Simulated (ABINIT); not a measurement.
Write the native input for ABINIT 10.8.3 (patched build) that does the following.

```
Task                                            : single point
Functional                                      : PBE
Potentials or basis                             : JTH PAW PBE v2.0
Cutoff                                          : 544 eV
k mesh                                          : 9 × 9 × 9
Occupations                                     : fermi-dirac, width 0.05 eV
Spin                                            : no spin polarisation
Fine-grid cutoff                                : 1088.46 eV
Exchange and correlation inside the PAW spheres : full angular mesh (pawxcdev 0, this build's default; the released program takes 1)
```

The system is MgS (Niningerite).

```
S Mg
1.0
     0.00000    2.60165    2.60165
     2.60165    0.00000    2.60165
     2.60165    2.60165    0.00000
S Mg
1 1
Cartesian
  2.6016 2.6016 2.6016
  0.0000 0.0000 0.0000
```

These files were run (other wordings do the same):

run.abi

```
pp_dirpath "./"
pseudos "S.GGA_PBE-JTH.xml, Mg.GGA_PBE-JTH.xml"

acell 3.6792887145 3.6792887145 3.6792887145 Angstrom
rprim
     0.0000000000     0.7071067812     0.7071067812
     0.7071067812     0.0000000000     0.7071067812
     0.7071067812     0.7071067812     0.0000000000
ntypat 2
znucl 16 12
natom 2
typat 1 2
xred
     0.5000000000     0.5000000000     0.5000000000
     0.0000000000     0.0000000000     0.0000000000

ecut 20.0
pawecutdg 40.0

kptopt 1
ngkpt 9 9 9
nshiftk 1
shiftk 0.0 0.0 0.0

ixc 11

nband 12
occopt 3
tsmear 0.00183747

nstep 100
tolvrs 1.0e-9

iomode 3
prtwf 0
prtden 0
prteig 0
prtebands 0
```

Potentials or basis: JTH PAW PBE v2.0.

Run with:

```sh
$ abinit run.abi > log 2>&1
```

Results of the run:

```
Pressure                                              : 1.1 GPa
Band gap on the k mesh                                : 2.91 eV, indirect (least direct gap 3.71 eV)
Valence electrons inside the program's atomic spheres : S 3.65; Mg 8.19
```

Caveat: an odd mesh through Γ misses points on the zone boundary, where band edges often lie.

Wall time 16 s on 1 thread of Arm Neoverse V1 (shared host), peak memory 0.09 GiB.
